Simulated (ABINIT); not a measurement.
Set up this calculation in ABINIT 10.8.3 (patched build), as the native input.

* Task: band structure
* Functional: RPBE
* Potentials or basis: JTH PAW PBE v2.0
* Cutoff: 490 eV
* k mesh: 8 × 8 × 8
* Occupations: fermi-dirac, width 0.05 eV
* Spin: no spin polarisation
* Fine-grid cutoff: 979.61 eV

The system is Si.

```
CELL_PARAMETERS angstrom
0.00000 2.72185 2.72185
2.72185 0.00000 2.72185
2.72185 2.72185 0.00000
ATOMIC_POSITIONS crystal
Si 0.50000 0.50000 0.50000
Si 0.75000 0.75000 0.75000
```

One way to write it, as run:

run.abi

```
ndtset 2

pp_dirpath "./"
pseudos "Si.GGA_PBE-JTH.xml"

acell 3*1.0
rprim
     0.0000000000     5.1435532945     5.1435532945
     5.1435532945     0.0000000000     5.1435532945
     5.1435532945     5.1435532945     0.0000000000
ntypat 1
znucl 14
natom 2
typat 1 1
xcart
     5.1435532945     5.1435532945     5.1435532945
     7.7153299417     7.7153299417     7.7153299417

ecut 18.0
pawecutdg 36.0
pawxcdev 0

ixc 15

occopt 3
tsmear 0.05 eV

nstep 100

iomode 3
prtwf 0
prteig 0
prtebands 0
enunit 1
prtden1 1

kptopt1 1
ngkpt1 8 8 8
nshiftk1 1
shiftk1 0.0 0.0 0.0
nband1 8
tolvrs1 1.0e-9

iscf2 -2
getden2 1
nband2 14
nbdbuf2 4
tolwfr2 1.0e-11
kptopt2 -9
ndivsm2 5
prteig2 1
kptbounds2
     0.0000000000     0.0000000000     0.0000000000
     0.5000000000     0.0000000000     0.5000000000
     0.5000000000     0.2500000000     0.7500000000
     0.3750000000     0.3750000000     0.7500000000
     0.0000000000     0.0000000000     0.0000000000
     0.5000000000     0.5000000000     0.5000000000
     0.6250000000     0.2500000000     0.6250000000
     0.5000000000     0.2500000000     0.7500000000
     0.5000000000     0.5000000000     0.5000000000
     0.3750000000     0.3750000000     0.7500000000
```

Potentials or basis: JTH PAW PBE v2.0.

Launch:

```sh
$ abinit run.abi > log 2>&1
```

It gave:

```yaml
Pressure: 2.7 GPa
Band_gap_on_the_k_mesh: 0.69 eV, indirect (least direct gap 2.58 eV)
Band_gap_along_the_path: 0.66 eV, indirect (least direct gap 2.58 eV)
Valence_electrons_inside_the_program's_atomic_spheres: Si 1.53 (radii [1.0104] Å)
```

Caveat: the PAW data sets were made with another functional, which shifts forces and pressure a little.

Run time: 40 s on 1 thread of Arm Neoverse V1, with other jobs on the host, peak memory 0.11 GiB.
